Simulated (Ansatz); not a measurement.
# SnO2: the cost of one run

Program: Ansatz 0.2.0. Linear response, PAW datasets, plane waves. The values are computed, spin-unpolarised, and not measurements.

**1. The system as given**

The cell was relaxed beforehand with r2SCAN.

Space group Pa-3 (No. 205), cubic; conventional cell a = 5.101 Å, 11.06 Å³ an atom. Sn has 6 O at 2.08 Å; O has 3 Sn at 2.08 Å.

As a file:

```
CELL_PARAMETERS angstrom
5.10056 0.00000 0.00000
0.00000 5.10056 0.00000
0.00000 0.00000 5.10056
ATOMIC_POSITIONS crystal
Sn 0.00000 0.50000 0.50000
Sn 0.50000 0.50000 0.00000
Sn 0.50000 0.00000 0.50000
Sn 0.00000 0.00000 0.00000
O 0.33973 0.16027 0.83973
O 0.16027 0.83973 0.33973
O 0.83973 0.33973 0.16027
O 0.66027 0.66027 0.66027
O 0.33973 0.33973 0.33973
O 0.16027 0.66027 0.83973
O 0.83973 0.16027 0.66027
O 0.66027 0.83973 0.16027
```

**2. Field response with r2SCAN**

The input, input.yaml:

```yaml
crystal:
  lattice:
    - [5.1005635618, 0.0, 0.0]
    - [0.0, 5.1005635618, 0.0]
    - [0.0, 0.0, 5.1005635618]
  atoms:
    - { symbol: Sn, position: [0.0, 0.5, 0.5] }
    - { symbol: Sn, position: [0.5, 0.5, 0.0] }
    - { symbol: Sn, position: [0.5, 0.0, 0.5] }
    - { symbol: Sn, position: [0.0, 0.0, 0.0] }
    - { symbol: O, position: [0.3397329487, 0.1602670513, 0.8397329487] }
    - { symbol: O, position: [0.1602670513, 0.8397329487, 0.3397329487] }
    - { symbol: O, position: [0.8397329487, 0.3397329487, 0.1602670513] }
    - { symbol: O, position: [0.6602670513, 0.6602670513, 0.6602670513] }
    - { symbol: O, position: [0.3397329487, 0.3397329487, 0.3397329487] }
    - { symbol: O, position: [0.1602670513, 0.6602670513, 0.8397329487] }
    - { symbol: O, position: [0.8397329487, 0.1602670513, 0.6602670513] }
    - { symbol: O, position: [0.6602670513, 0.8397329487, 0.1602670513] }
kpoints:
  mp_grid: { grid: [4, 4, 4] }
hamiltonian:
  xc: r2scan
scf:
  occupations: { method: fixed }
dielectric: {}
```

Q: Estimate wall time and peak memory on 1 × NVIDIA H100 80GB HBM3 with 2 threads of AMD EPYC 7R13 (Zen 3), shared host.

About 74 s, with a peak of 2.7 GiB on the host.
